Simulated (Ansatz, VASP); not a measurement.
# GaP in VASP and in Ansatz

```
CELL_PARAMETERS angstrom
0.00000 2.72525 2.75250
2.72525 0.00000 2.75250
2.72525 2.72525 0.00000
ATOMIC_POSITIONS crystal
Ga 0.00000 0.00000 0.00000
P 0.75000 0.75000 0.75000
```

Change from the starting cell: zz strain of +1 %.

Alike in both runs: task single point; functional PBEsol; k mesh 12 × 12 × 12; occupations fermi-dirac, width 0.08 eV; no spin polarisation.

```csv
,VASP,Ansatz
version,VASP 6.6.1,Ansatz 0.2.0
potentials or method,"VASP PAW PBE potentials, release 64 (Ga_d, P), cutoff 520 eV","all-electron LAPW, scalar-relativistic"
```

```tsv
	VASP	Ansatz	Ansatz less VASP
pressure (GPa)	-1.4	-1.4	+0.04
largest component of the traceless stress (GPa)	0.50	0.50	-0.001
```

Ansatz ran all-electron here, so the differences hold the error of VASP's frozen core and of both bases.

Caveats: the PAW data sets were made with another functional, which shifts forces and pressure a little (VASP). A k mesh can miss the band edges.
